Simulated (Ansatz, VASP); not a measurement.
## One calculation of KBr, two programs

File INCAR:

```
SYSTEM = KBr
  PREC = Accurate
  ENCUT = 520
  EDIFF = 1E-6
  ISMEAR = -1
  SIGMA = 0.1
  LREAL = .False.
  LASPH = .True.
  NELM = 60
  ALGO = Normal
  ISIF = 2
  LWAVE = .False.
  LCHARG = .True.
  GGA = CA
  LELF = .True.
  LVHAR = .True.
  NBANDS = 15
```

File KPOINTS:

```
regular mesh
0
Gamma
  7 7 7
  0 0 0
```

File POSCAR:

```
KBr
1.0
    0.0000000000      3.3240777700      3.3240777700
    3.3240777700      0.0000000000      3.3240777700
    3.3240777700      3.3240777700      0.0000000000
K Br
1 1
Direct
    0.0000000000      0.0000000000      0.0000000000
    0.5000000000      0.5000000000      0.5000000000
```

Input for Ansatz:

```yaml
crystal:
  lattice:
    - [0.0, 3.32407777, 3.32407777]
    - [3.32407777, 0.0, 3.32407777]
    - [3.32407777, 3.32407777, 0.0]
  atoms:
    - { symbol: K, position: [0.0, 0.0, 0.0] }
    - { symbol: Br, position: [0.5, 0.5, 0.5] }
  symmetry: { tolerance: 0.0003 }
kpoints:
  mp_grid: { grid: [7, 7, 7], shift: [0, 0, 0] }
  band_path:
    path:
      - [0.0, 0.0, 0.0]
      - [0.5, 0.0, 0.5]
      - [0.625, 0.25, 0.625]
      - [0.375, 0.375, 0.75]
      - [0.0, 0.0, 0.0]
      - [0.5, 0.5, 0.5]
      - [0.5, 0.25, 0.75]
      - [0.5, 0.0, 0.5]
    npoints: 8
magnetization:
  spin_polarized: false
scf:
  occupations: { method: fermi_dirac }
  lower_state_search: "off"
  max_iter: 200
hamiltonian:
  pseudopotentials: { kind: paw }
  xc: lda
basis:
  ecutwfc: 420
  fft_grid_basis: typed
output:
  forces: true
  stress: true
  eigenvalues: true
  bader: true
  populations: true
  elf: true
  write_potential: true
  volumetric_format: npy
  dos:
    e_range: [-12, 8]
    de: 0.05
    projected: { site_lists: { Br: [Br], K: [K] } }
checkpoint:
  read: saved_state
```

Alike in both runs: task single point; functional LDA; k mesh 7 × 7 × 7; no spin polarisation.

```csv
,VASP,Ansatz
version,VASP 6.6.1,Ansatz 0.2.0
potentials or method,"VASP PAW LDA potentials, release 64 (K_sv, Br)",PAW plane waves
plane-wave cutoff (eV),520,420
occupations,"fermi-dirac, width 0.1 eV",fermi-dirac
valence electrons in the cell,16,16
```

```tsv
	VASP	Ansatz	Ansatz less VASP
gap on the k mesh at the Fermi level (eV)	3.98	3.98	-0.008
pressure (GPa)	-1.8	-1.9	-0.03
```
